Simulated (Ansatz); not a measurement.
# FeSi2 (Linzhiite): single point with PBEsol

FeSi2 (Linzhiite):

```
CELL_PARAMETERS angstrom
2.68400 0.00000 0.00000
0.00000 2.68400 0.00000
0.00000 0.00000 5.12800
ATOMIC_POSITIONS crystal
Fe 0.00000 0.00000 0.00000
Si 0.50000 0.50000 0.73000
Si 0.50000 0.50000 0.27000
```

```yaml
Program: Ansatz 0.2.0
Task: single point
Functional: PBEsol
Potentials_or_basis: Ansatz PAW
Cutoff: "420 eV (not typed: the program's choice for these potentials)"
k_mesh: 8 × 8 × 5
Occupations: fermi-dirac, width 0.05 eV
Spin: collinear spin, ferromagnetic start
Starting_moments: "[1.5, 0.0, 0.0] μB"
Fixed_moment: 1.5 μB
```

The pressure is 5.3 GPa. The largest force is 0.393 eV/Å. The net moment is 1.50 μB per cell, the absolute moment is 1.59 μB per cell and the site moments are Fe +1.32; Si +0.02 μB.

Forces in eV/Å, atoms in the order of the input:
```
Fe   0.000  0.000  0.000
Si   0.000  0.000 -0.393
Si   0.000  0.000  0.393
```

Stress tensor (GPa, compression positive):
```
7.38 0.00 0.00
0.00 7.38 0.00
0.00 0.00 1.03
```

It took 3.8 s on 2 threads of AMD EPYC 7R43 64-Core Processor (Zen 3) (shared host), peak memory 0.38 GiB.

Caveat: the total moment is fixed, so each spin has its own Fermi level; the PAW data sets come from PBE, with cores solved anew for the run's functional, which leaves a small shift of forces and pressure; the thresholds are loose for stress.
